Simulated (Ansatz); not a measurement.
A (001) slab of relaxed bulk Li (Im-3m, 20.21 Å³/atom, gap on the mesh 0.00 eV), 4 planes in a 6×1 cell with the lowest 2 held; added atoms sit on lattice sites of the next plane. A dipole correction is on. The surface energy is the mean of the held and the free face; step energies are per length and the mean of the stripe's two steps, which run along the shortest translation of the plane; step and island energies count from the flat slab and bulk atoms.

Theory: Ansatz 0.2.0, DFT PBE, scalar-relativistic, plane waves, PAW.

Cutoff 420 eV, Gaussian smearing of 0.10 eV, energies at zero smearing, symmetry of each start kept, no spin polarisation.

```tsv
start	atoms	k mesh	surface energy (J/m²)	step energy (meV/Å)
flat slab	24	2×10×1	0.46	-
stripe of 2 atoms	26	2×10×1	-	17
stripe of 3 atoms	27	2×10×1	-	21
```

Zero in every row: gap on the mesh (eV).

Small energy differences in metals hang on the k mesh (about 10 mJ/m² or 1 to 2 meV/atom on the mesh of the relaxation).

Cost: 3 runs of about 10 core-minutes in all, on Intel Xeon 6975P-C (Granite Rapids) (shared hosts).